## Why ten elements on one lattice bind so differently

A coating plant that replaces copper by nickel in its evaporator must supply more energy for each atom it vaporises. Read straight from the table below, nickel would cost twice as much as copper. Rough recalled measurements put the difference nearer to a quarter. Whoever uses such numbers must therefore know which part of them belongs to the solid and which part to the free atom it is compared with.

Three sizes are worth remembering. Binding in these solids amounts to several eV per atom. The filling of the bands, together with the reach of the orbitals, can change it by a factor of two or more. An unrealistic free atom can add between a few tenths of an eV and about 3 eV.

Ansatz 0.2.0 calculations (all-electron LAPW, PBE, non-relativistic) for ten elements in the face-centred cubic structure (Fm-3m, one atom per cell), with fixed cells, Fermi-Dirac smearing of 0.03 to 0.08 eV and spin polarisation for Ni only. Energies are relative to spherical, spin-unpolarised free atoms, and positive pressure means compression.

| element | Z | group | period | cell | volume (Å³/atom) | shortest distance from M (Å) | energy less free atoms (eV/atom) | pressure (GPa) | cell moment (muB) |
| --- | --- | --- | --- | --- | --- | --- | --- | --- | --- |
| B | 5 | 13 | 2 | relaxed with PAW | 5.878 | 2.03 | -5.35 | 0.1 | 0.00 |
| C | 6 | 14 | 2 | relaxed with PAW | 7.347 | 2.18 | -4.66 | 0.0 | 0.00 |
| N | 7 | 15 | 2 | relaxed with PAW | 7.601 | 2.21 | -3.84 | 0.1 | 0.00 |
| Al | 13 | 13 | 3 | measured cell (COD) | 16.58 | 2.86 | -3.76 | -0.7 | 0.00 |
| P | 15 | 15 | 3 | relaxed with PAW | 14.56 | 2.74 | -4.50 | -0.1 | 0.00 |
| Ti | 22 | 4 | 4 | measured cell (COD) | 16.73 | 2.87 | -6.66 | 4.7 | 0.00 |
| Ni | 28 | 10 | 4 | relaxed with PAW | 10.90 | 2.49 | -7.29 | 4.3 | 0.60 |
| Cu | 29 | 11 | 4 | relaxed with PAW | 11.96 | 2.57 | -3.57 | 4.1 | 0.00 |
| Rh | 45 | 9 | 5 | measured cell (COD) | 13.75 | 2.69 | -6.76 | 16.0 | 0.00 |
| Ta | 73 | 5 | 6 | relaxed with PAW | 18.82 | 2.99 | -9.58 | 7.8 | 0.00 |

The column "energy less free atoms" is negative because the solid lies lower, and its size is called the binding here. All ten elements sit on the same face-centred cubic lattice, which only aluminium, nickel, copper and rhodium adopt under normal conditions. The free atoms are forced to be spherical and to have no net spin. A real atom with unpaired electrons lies lower than that, so the table overstates its binding.

### Filling a band from the bottom

When atoms approach, their orbitals combine into bands. The lower states of a band gather electrons between the atoms and bind; the upper ones have nodes there and weaken the bond. Each added electron takes the lowest free place, so binding first grows with the electron count and later falls. In a close-packed lattice, where neighbours form triangles, theory puts the best filling of s and p bands somewhat below one half.

Boron, carbon and nitrogen show the falling side. The calculation gives an energy level, near the top of the p bands, in which lobes of opposite sign meet between neighbours. It lies 16 eV above the highest filled states in boron, 8 eV in carbon and only 4 eV in nitrogen. Part of this approach only reflects that the bands grow narrower, but their filling rises too. On the way from the bottom of the second valence band to this level, the highest filled states stand at 26 % in boron, 52 % in carbon and 67 % in nitrogen. Each step along the series thus fills states that bind less or push the atoms apart.

The table agrees with this picture in two ways. Binding drops by 0.7 eV from boron to carbon and by 0.8 eV from carbon to nitrogen. The shortest distance grows by 0.18 Å from boron to nitrogen, although the free atoms shrink in that direction. The true fall is steeper still, because the nitrogen atom has three unpaired electrons, whose alignment is worth roughly 3 eV (a recalled value) and makes up most of nitrogen's apparent binding.

### Aluminium and phosphorus

One row further down, binding seems to rise, by 0.7 eV from aluminium to phosphorus. This rise should not be trusted. The phosphorus atom also has three unpaired electrons, and their alignment is worth roughly 1 to 2 eV, again recalled, against little for aluminium. With real atoms as the reference, the order would probably turn round.

The comparison down a column is safer. Boron binds 1.6 eV more than aluminium, yet nitrogen binds 0.7 eV less than phosphorus. The free atoms do not explain the second result, since nitrogen's binding is the more overstated of the two. A likely reason is that small atoms with close neighbours have strong interactions of both kinds: they gain more while bonding states are being filled, and lose more once antibonding states are.

### The d metals

In the transition metals the same argument applies to the d band, which has ten places per atom. The first five electrons go mainly into bonding states, the next five mainly into antibonding ones. Counting one outer s electron per atom leaves 3 d electrons for titanium, 4 for tantalum, 8 for rhodium, 9 for nickel and 10 for copper. Closeness to five then predicts the order tantalum, titanium, rhodium, nickel, copper.

The count gets both ends right. Of the five d metals, tantalum binds most, with 9.58 eV, and copper least, with 3.57 eV. In copper the d bands end 1.6 eV below the highest filled states, so they are full and their bonding and antibonding parts nearly cancel; what remains comes from the outer s electrons and their mixing with the d states. In rhodium the d bands reach 0.9 eV above the filled states, so some antibonding places are still empty.

The middle of the order fails. Rhodium binds 0.1 eV more than titanium, although its d band is further from half full. Orbitals of the 4d kind are larger than 3d orbitals in the same column, but d orbitals also shrink along each row, so rhodium's are expected to be about as large as titanium's. Its atoms stand closer together, however, at 2.69 Å against 2.87 Å, and its calculated d bands are somewhat wider. Wider bands mean stronger bonding, which can help to make up for the poorer filling. Tantalum's d bands are wider still, so its first place is not due to the count alone. How much binding the extra width brings is not worked out here. The gap of 0.1 eV is also smaller than the error that the unrealistic free atoms can bring in, so the table alone cannot settle the order of these two.

Nickel is the serious exception. It should stand just above copper, but it binds more than rhodium and lies 3.7 eV above copper. Measured values, roughly recalled, differ by only about 1 eV, so one d electron cannot account for the gap. Most of the excess probably comes from the free nickel atom, which has unpaired d electrons, while copper's d shell is closed. How much is due to spin, how much to the spherical shape and how much to the sharing of electrons between 3d and 4s is not resolved here.

Nickel is also the only solid that was allowed to become magnetic, and it did, with a cell moment of about 0.6 μB. The zeros in the other rows were imposed and are no finding. Magnetism lowers solid nickel by less than 0.1 eV (a rough recalled size), far too little to explain its place.

### Does the pressure spoil the comparison?

All five d metals are under a calculated pressure of 4 GPa or more, while the light elements stay below 1 GPa in size. A likely shared cause is the neglect of relativity: in reality it draws the s electrons of heavier atoms inwards and shortens the bonds. For rhodium, whose cell is a measured one, the functional's habit of making such metals too large adds to it. Titanium's cell is also a measured one, but of a form that is not stable under normal conditions. How it was measured is not given, so its pressure may come largely from the cell itself. Relativity is left out in every row. The error this brings into the binding is expected to be largest for tantalum, the heaviest element.

Rhodium, with 16 GPa, is the hardest test. Its bulk modulus is roughly 260 GPa, a recalled value, so the cell would like to grow by 16/260, or 6 %, which is about 0.85 Å³ per atom. The energy gained is half the pressure times this volume:

½ × 16 GPa × 0.85 Å³ ≈ 6.8 GPa Å³ ≈ 0.04 eV,

since 1 eV/Å³ is about 160 GPa. Relaxing the cell would add this amount to rhodium's binding. That would slightly widen its lead over titanium and fall far short of the 0.5 eV by which nickel leads rhodium, so the strained cell of rhodium does not upset the order of the metals. The estimate does not cover the direct effect of the missing relativity on the binding.

For nickel and copper the practical lesson is that the calculated solids may be sound while the difference between them still misleads. Before their values can stand for energies of vaporisation, both free atoms need their true spin and shape, and relativity should be included as well. Elements that normally form another crystal would also have to be calculated in that crystal. The differences and the estimate used here are printed after this section.

Output of the analysis:

```
binding lost from B to C, eV/atom: 0.69
binding lost from C to N, eV/atom: 0.82
growth of shortest distance from B to N, angstrom: 0.18
antibonding p level above Fermi level in B, eV: 16
antibonding p level above Fermi level in C, eV: 7.882
antibonding p level above Fermi level in N, eV: 3.992
Fermi level in B as percent of the way from bottom of second valence band to p level: 26.13
Fermi level in C as percent of the same way: 52.21
Fermi level in N as percent of the same way: 66.9
binding gained from Al to P, eV/atom: 0.74
binding of P more than N, eV/atom: 0.66
binding of B more than Al, eV/atom: 1.59
nominal d electrons of Ti: 3
nominal d electrons of Ta: 4
nominal d electrons of Rh: 8
nominal d electrons of Ni: 9
nominal d electrons of Cu: 10
binding of Ta more than Ti, eV/atom: 2.92
binding of Rh more than Ti, eV/atom: 0.1
binding of Ni more than Rh, eV/atom: 0.53
binding of Ni more than Cu, eV/atom: 3.72
binding of Ni over that of Cu, ratio: 2.042
top of d bands below Fermi level in Cu, eV: 1.553
top of d bands above Fermi level in Rh, eV: 0.9499
largest size of pressure among B C N Al P, GPa: 0.7
smallest pressure among the d metals, GPa: 4.1
rough volume excess wanted by Rh, percent: 6.154
rough energy Rh would gain by relaxing its cell, eV/atom: 0.04225
```
